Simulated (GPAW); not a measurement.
# Sb (I4/mmm) in GPAW: convergence with smearing function

Aim: find how far smearing function must go before the results for Sb settle, at r2SCAN. This setting moves, with any that are tied to it; all else stays.

All numbers are computed with GPAW 26.7.0; they aren't measurements. Logs are shortened: lines on timing, memory, paths and dates and some standing lists are left out, and cuts for length are marked. The log counts tension as positive stress, the text compression.

## Step 1: The structure

It takes space group I4/mmm (No. 139, tetragonal). Conventional cell: a = 3.153 Å, b = 3.153 Å, c = 5.424 Å, α = 90.00°, β = 90.00°, γ = 90.00°. Sb (site symmetry 4/mmm) is surrounded by 12 Sb at 3.15 to 3.51 Å.

This isn't the form of Sb at room conditions, which is rhombohedral.

## Step 2: With smearing function fermi-dirac

run.py reads:

```python
from ase import Atoms
from ase.dft.bandgap import bandgap
from ase.io import write
from ase.units import GPa
from gpaw import GPAW, PW

atoms = Atoms(['Sb'],
              cell=[[-1.5765401831, 1.5765401831, 2.7119384313],
                    [1.5765401831, -1.5765401831, 2.7119384313],
                    [1.5765401831, 1.5765401831, -2.7119384313]],
              scaled_positions=[[0.0, 0.0, 0.0]],
              pbc=True)

calc = GPAW(mode=PW(600),
            xc='MGGA_X_R2SCAN+MGGA_C_R2SCAN',
            kpts={'size': (9, 9, 9), 'gamma': True},
            occupations={'name': 'fermi-dirac', 'width': 0.1},
            nbands=15,
            convergence={'density': 1e-05, 'energy': 1e-05},
            maxiter=100,
            txt='gpaw.txt')
atoms.calc = calc
energy = atoms.get_potential_energy()
forces = atoms.get_forces()
stress = atoms.get_stress()
calc.write('gs.gpw')
write('result.traj', atoms)
print(f'Energy: {energy:.6f} eV')
print('Forces (eV/A):')
print(forces.round(4))
print('Stress (GPa):', (stress / GPa).round(3))
print('Fermi level:', round(calc.get_fermi_level(), 4), 'eV')
print(f'Gap: {bandgap(calc)[0]:.4f} eV, direct: {bandgap(calc, direct=True)[0]:.4f} eV')
```

Potentials or basis: GPAW PAW data sets (gpaw-data 1.2.1), pw.

The run is started by

```
OMP_NUM_THREADS=1 python run.py
```

gpaw.txt:

```text
__  _  _
 | _ |_)|_||  |
 |__||  | ||/\| - 26.7.0

Input parameters:
  mode=PW(ecut=600.0),
  convergence={'density': 1e-05, 'energy': 1e-05},
  kpts=MonkhorstPack(size=(9, 9, 9), gamma=True),
  maxiter=100,
  nbands=15,
  occupations=Occupations(name='fermi-dirac', width=0.1),
  xc=XC(name='MGGA_X_R2SCAN+MGGA_C_R2SCAN')

Diagonalizing LCAO Hamiltonian
Converting LCAO to pw mode

       Sb

Atoms  # Å, Bohr magnetons
|   | symbol |        x |        y |        z |    initial magnetic moments |
|---|--------|----------|----------|----------|-----------------------------|
| 0 |     Sb | 0.000000 | 0.000000 | 0.000000 | ( 0.0000,  0.0000,  0.0000) |

Unit cell  # Å
| periodic |         x |         y |         z |  lengths |     angles |
|----------|-----------|-----------|-----------|----------|------------|
|      yes | -1.576540 |  1.576540 |  2.711938 | 3.510779 | 126.633590 |
|      yes |  1.576540 | -1.576540 |  2.711938 | 3.510779 | 126.633590 |
|      yes |  1.576540 |  1.576540 | -2.711938 | 3.510779 |  78.849263 |

Number of symmetries: 16
Symmetry operations  # r_c * U_cc + t_c -> r_c
|    | kind |            matrix            |
|----|------|------------------------------|
|  0 |  σ   |  1, 1, 1,  0, 0,-1,  0,-1, 0 |
|  1 |  C4  |  1, 1, 1,  0, 0,-1, -1, 0, 0 |
|  2 |  E   |  1, 0, 0,  0, 1, 0,  0, 0, 1 |
|  3 |  σ   |  1, 0, 0,  0, 1, 0, -1,-1,-1 |
|  4 |  σ   |  0, 1, 0,  1, 0, 0,  0, 0, 1 |
|  5 |  C2  |  0, 1, 0,  1, 0, 0, -1,-1,-1 |
|  6 |  C2  |  0, 0, 1, -1,-1,-1,  1, 0, 0 |
|  7 |  S4  |  0, 0, 1, -1,-1,-1,  0, 1, 0 |
|  8 |  C4  |  0, 0,-1,  1, 1, 1,  0,-1, 0 |
|  9 |  σ   |  0, 0,-1,  1, 1, 1, -1, 0, 0 |
| 10 |  σ   |  0,-1, 0, -1, 0, 0,  1, 1, 1 |
| 11 |  C2  |  0,-1, 0, -1, 0, 0,  0, 0,-1 |
| 12 |  C2  | -1, 0, 0,  0,-1, 0,  1, 1, 1 |
| 13 |  i   | -1, 0, 0,  0,-1, 0,  0, 0,-1 |
| 14 |  S4  | -1,-1,-1,  0, 0, 1,  1, 0, 0 |
| 15 |  C2  | -1,-1,-1,  0, 0, 1,  0, 1, 0 |

BZ-sampling:
  Number of BZ points: 729
  Number of IBZ points: 75

  Monkhorst-Pack size: [9, 9, 9]
  Monkhorst-Pack shift: [0, 0, 0]

K-points  # in reciprocal-cell coordinates
|     |                                coordinates |     weight |
|-----|--------------------------------------------|------------|
|   0 | (  0.00000000,   0.00000000,   0.00000000) | 0.00137174 |
|   1 | (  0.11111111,  -0.11111111,   0.00000000) | 0.00548697 |
|   2 | (  0.11111111,  -0.11111111,   0.11111111) | 0.00548697 |
|   3 | (  0.11111111,   0.00000000,   0.00000000) | 0.01097394 |
|   4 | (  0.11111111,   0.11111111,  -0.11111111) | 0.00274348 |
|   5 | (  0.22222222,  -0.22222222,   0.00000000) | 0.00548697 |
|   6 | (  0.22222222,  -0.22222222,   0.11111111) | 0.01097394 |
|   7 | (  0.22222222,  -0.22222222,   0.22222222) | 0.00548697 |
|   8 | (  0.22222222,  -0.11111111,   0.00000000) | 0.02194787 |
|   9 | (  0.22222222,  -0.11111111,   0.11111111) | 0.01097394 |
| ... |                                            |            |
|  74 | (  0.44444444,   0.44444444,   0.44444444) | 0.01097394 |

Plane wave coefficients: 922
Cutoff: 600.0 eV

Spin-components: 1 (collinear spins)
Bands:           15
Projectors:      6
Spin-degeneracy: 2
Datatype:        complex128

Parallelization:
  kpt:    1
  domain: 1
  band:   1

Density:
  Valence electrons: 15.0
  Components: 1
  Grid points: [20 20 20]
  Charge: 0.0  # |e|

Potential:
  Grid points: [20 20 20]

species:
  Sb:
    name:    Antimony
    Z:       51.0
    valence: 15
    core:    36
    charge:  0.0  # [|e|]
    compensation charges:
      type: gauss
      rc: 0.36  # [Å]
      lmax: 2
    cutoffs:
      filter: 2.23  # [Å]
      core: 2.23  # [Å]
    projectors
    | kind |    occ | energy [eV] | rcut [Å] |
    |------|--------|-------------|----------|
    |   5s |  2.000 |     -12.815 |    1.154 |
    |   5p |  3.000 |      -4.830 |    1.233 |
    |   4d | 10.000 |     -33.514 |    1.196 |
    |    s |        |      14.396 |    1.154 |
    |    p |        |      22.381 |    1.233 |
    |    d |        |      -6.303 |    1.196 |

    Using partial waves for Sb as LCAO basis

Reference energy: -176281.558248  # eV

eigensolver:
  PPCG
  Converge bands: occupied
  niter=2

density mixing:
  MSR1-Mixer
  Pratt-step length: 0.05
  Maximum mixing coefficient: 0.75
  Old densities: 10
  SVD Regularization: 0.005
  Good broyden scale: 1.0
  Trust region scale: 1.0
  Backstep threshold: 4.0
  History deletion threshold: 6.0
  Fourier metric: weight=20.0, sigma=0.015

occupation numbers:
  Fermi-Dirac:
    width: 0.1000  # eV

poisson solver:
  ecut: 4800.0  # eV

xc functional:
  name: MGGA_X_R2SCAN+MGGA_C_R2SCAN with 2 nearest neighbor stencil

convergence criteria:
- Maximum integral of absolute [dens]ity change: 1e-05 electrons / valence electron
- Maximum [total energy] change in last 3 cyles: 1e-05 eV / valence electron
- Maximum integral of absolute [eigenst]ate change: 4e-08 eV^2 / valence electron
maximum number of iterations: 100

SCF iterations
|iter     | |      energy | eigst |  dens |
|---------|-|-------------|-------|-------|
|iter:   1| |  -20.587652 | +0.25 |       |
|iter:   2| |  -18.893895 | -0.96 | -1.83 |
|iter:   3| |  -18.898894 | -2.19 | -1.83 |
|iter:   4| |  -18.898930 | -2.69 | -2.06 |
|iter:   5| |  -18.899572 | -4.18 | -2.14 |
|iter:   6| |  -18.901210 | -4.16 | -2.27 |
|iter:   7| |  -18.902537 | -3.87 | -2.49 |
|iter:   8| |  -18.903511 | -3.52 | -2.72 |
|iter:   9| |  -18.903558 | -4.90 | -3.66 |
|iter:  10| |  -18.903572c| -5.43 | -4.07 |
|iter:  11| |  -18.903573c| -6.36 | -4.83 |
|iter:  12| |  -18.903574c| -6.70 | -5.04c|
|iter:  13| |  -18.903574c| -7.79c| -5.97c|

Converged in 13 steps
Energy contributions relative to reference atoms: (reference = -176281.558248)

Energy contributions:
  Kinetic:           2.530128
  Coulomb:          -2.514093
  Zero:              0.029137
  External:          0.000000
  Xc:              -18.938367
  Entropy:          -0.020758
  Spinorbit:         0.000000
  ----------------------------
  Free energy:     -18.913953
  Extrapolated:    -18.903574

dipole moment: (-5.672615, -5.672615, -9.757940)  # |e|*Ang

Fermi level: 8.089
Eigenvalues  # (at kpt = [0.000, 0.000, 0.000])
| band index |      eig [eV] | occ [0-2] |
|------------|---------------|-----------|
|          0 |       -22.167 |     2.000 |
|          1 |       -22.123 |     2.000 |
|          2 |       -22.081 |     2.000 |
|          3 |       -22.081 |     2.000 |
|          4 |       -22.018 |     2.000 |
|          5 |        -5.487 |     2.000 |
|          6 |        12.935 |     0.000 |
|          7 |        13.817 |     0.000 |
|          8 |        13.817 |     0.000 |
|          9 |        18.322 |     0.000 |
|         10 |        19.626 |     0.000 |
|         11 |        19.873 |     0.000 |
|         12 |        19.977 |     0.000 |
|         13 |        19.977 |     0.000 |
|         14 |        20.637 |     0.000 |

No gap
No difference between direct/indirect transitions

Forces  # eV/Ang
|       x |       y |       z |
|---------|---------|---------|
| 0.00000 | 0.00000 | 0.00000 |  # Sb   0

Stress tensor  # eV/Ang^3
|         x |         y |         z |
|-----------|-----------|-----------|
| -0.002490 | -0.000000 | -0.000000 |
| -0.000000 | -0.002490 | -0.000000 |
| -0.000000 | -0.000000 | -0.017613 |

# Writing to gs.gpw (mode='')
```

stdout:

```text
Energy: -18.903574 eV
Forces (eV/A):
[[0. 0. 0.]]
Stress (GPa): [-0.399 -0.399 -2.822 -0.    -0.    -0.   ]
Fermi level: 8.0887 eV
Gap: 0.0000 eV, direct: 0.0000 eV
```

Run time: 1.9 min. Hardware: 1 thread of Arm Neoverse N1, shared host; peak memory 0.24 GiB.

Results:

```
Free energy            : -18.9140 eV
Pressure               : 1.2 GPa
Band gap on the k mesh : none (metal or under the smearing width)
```

## Step 3: With smearing function gaussian

run.py: that of step 2 with these lines changed.

```diff
@@ -16,3 +16,3 @@
             kpts={'size': (9, 9, 9), 'gamma': True},
-            occupations={'name': 'fermi-dirac', 'width': 0.1},
+            occupations={'name': 'methfessel-paxton', 'order': 0, 'width': 0.1},
             nbands=15,
```

Potentials or basis: GPAW PAW data sets (gpaw-data 1.2.1), pw.

The run is started by

```
OMP_NUM_THREADS=1 python run.py
```

It took 91 s on 1 thread of Arm Neoverse N1, shared host; peak memory 0.24 GiB.

It converged, with:

* Free energy: -18.9045 eV
* Pressure: 1.2 GPa
* Band gap on the k mesh: none (metal or under the smearing width)

## Step 4: With smearing function marzari-vanderbilt

run.py: that of step 3 with these lines changed.

```diff
@@ -16,3 +16,3 @@
             kpts={'size': (9, 9, 9), 'gamma': True},
-            occupations={'name': 'methfessel-paxton', 'order': 0, 'width': 0.1},
+            occupations={'name': 'marzari-vanderbilt', 'width': 0.1},
             nbands=15,
```

The run is started by

```
OMP_NUM_THREADS=1 python run.py
```

Run time: 93 s. Hardware: 1 thread of Arm Neoverse N1, shared host; peak memory 0.24 GiB.

The run converged. Its results:

| Property | Result |
| --- | --- |
| Free energy | -18.9026 eV |
| Pressure | 1.1 GPa |
| Band gap on the k mesh | none (metal or under the smearing width) |

## Step 5: With smearing function methfessel-paxton

run.py: that of step 4 with these lines changed.

```diff
@@ -16,3 +16,3 @@
             kpts={'size': (9, 9, 9), 'gamma': True},
-            occupations={'name': 'marzari-vanderbilt', 'width': 0.1},
+            occupations={'name': 'methfessel-paxton', 'width': 0.1, 'order': 1},
             nbands=15,
```

The run is started by

```
OMP_NUM_THREADS=1 python run.py
```

Wall time 1.7 min (1 thread of Arm Neoverse N1, shared host); peak memory 0.24 GiB.

It converged, with:

| Property | Result |
| --- | --- |
| Free energy | -18.9024 eV |
| Pressure | 1.1 GPa |
| Band gap on the k mesh | none (metal or under the smearing width) |

## Step 6: With smearing function tetrahedron-method

run.py: that of step 5 with these lines changed.

```diff
@@ -16,3 +16,3 @@
             kpts={'size': (9, 9, 9), 'gamma': True},
-            occupations={'name': 'methfessel-paxton', 'width': 0.1, 'order': 1},
+            occupations={'name': 'tetrahedron-method'},
             nbands=15,
```

Potentials or basis: GPAW PAW data sets (gpaw-data 1.2.1), pw.

The run is started by

```
OMP_NUM_THREADS=1 python run.py
```

It took 1.7 min on 1 thread of Arm Neoverse N1, shared host; peak memory 0.24 GiB.

Results (log left out):

* Free energy: -18.6892 eV
* Pressure: 3.0 GPa
* Band gap on the k mesh: none (metal or under the smearing width)

## Step 7: With smearing function improved-tetrahedron-method

run.py: that of step 6 with these lines changed.

```diff
@@ -16,3 +16,3 @@
             kpts={'size': (9, 9, 9), 'gamma': True},
-            occupations={'name': 'tetrahedron-method'},
+            occupations={'name': 'improved-tetrahedron-method'},
             nbands=15,
```

The run is started by

```
OMP_NUM_THREADS=1 python run.py
```

It took 1.8 min on 1 thread of Arm Neoverse N1, shared host; peak memory 0.24 GiB.

The run converged. Its results:

| Quantity | Value |
| --- | --- |
| Free energy | -18.8956 eV |
| Pressure | 1.6 GPa |
| Band gap on the k mesh | none (metal or under the smearing width) |

## Step 8: With smearing function fixed

run.py: that of step 7 with these lines changed.

```diff
@@ -16,3 +16,3 @@
             kpts={'size': (9, 9, 9), 'gamma': True},
-            occupations={'name': 'improved-tetrahedron-method'},
+            occupations={'width': 0.0},
             nbands=15,
```

The run is started by

```
OMP_NUM_THREADS=1 python run.py
```

Wall time 89 s (1 thread of Arm Neoverse N1, shared host); peak memory 0.24 GiB.

Results (log left out):

* Free energy: -18.9019 eV
* Pressure: 1.0 GPa
* Band gap on the k mesh: none (metal or under the smearing width)

## Step 9: Summary

| smearing function | energy less the tightest run, at zero smearing (meV/atom) | pressure (GPa) | SCF cycles | CPU time (s) | peak memory (GiB) |
| --- | --- | --- | --- | --- | --- |
| fermi-dirac | -1.63 | 1.21 | 13 | 110 | 0.24 |
| gaussian | -0.48 | 1.17 | 12 | 91 | 0.24 |
| marzari-vanderbilt | -0.70 | 1.15 | 12 | 93 | 0.24 |
| methfessel-paxton | -0.25 | 1.12 | 12 | 100 | 0.24 |
| tetrahedron-method | 212.75 | 3.01 | 13 | 100 | 0.24 |
| improved-tetrahedron-method | 6.33 | 1.56 | 13 | 110 | 0.24 |
| fixed | 0.00 | 1.04 | 12 | 89 | 0.24 |

Not settled before the last step: the energy (to 1 meV/atom), the pressure (to 0.1 GPa). Narrower smearing needs a denser k mesh, so at a fixed mesh the narrowest width isn't the most accurate. The tightest run that finished is the yardstick and may itself not be fully converged.

Caveats: the PAW data sets were made with another functional, which shifts forces and pressure a little.
